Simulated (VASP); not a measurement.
Here is the system:

```yaml
crystal:
  lattice:
    - [1.34318, -2.32646, 0.00000]
    - [1.34318, 2.32646, 0.00000]
    - [0.00000, 0.00000, 4.36066]
  atoms:
    - { symbol: Be, position: [0.66667, 0.33333, 0.50004] }
    - { symbol: Be, position: [0.33333, 0.66667, 0.00004] }
    - { symbol: O, position: [0.66667, 0.33333, 0.87796] }
    - { symbol: O, position: [0.33333, 0.66667, 0.37796] }
```

Method: PBE GGA, VASP's PBE PAW potentials (set 64) (plane waves; VASP). Settings: 520 eV cut-off, 9×9×5 Γ-centred mesh, Gaussian smearing of 0.050 eV, potentials Be O.

**Question.** Give the stress tensor in GPa (positive for a compressed cell).

**Answer.** 
```
6.72  0.00  0.00
0.00  6.72  0.00
0.00  0.00  6.92
```
The pressure is its mean diagonal, 6.79 GPa.

The compound is BeO in the wurtzite structure. This cell is one point of a volume scan, at 0.97 of the reference volume.
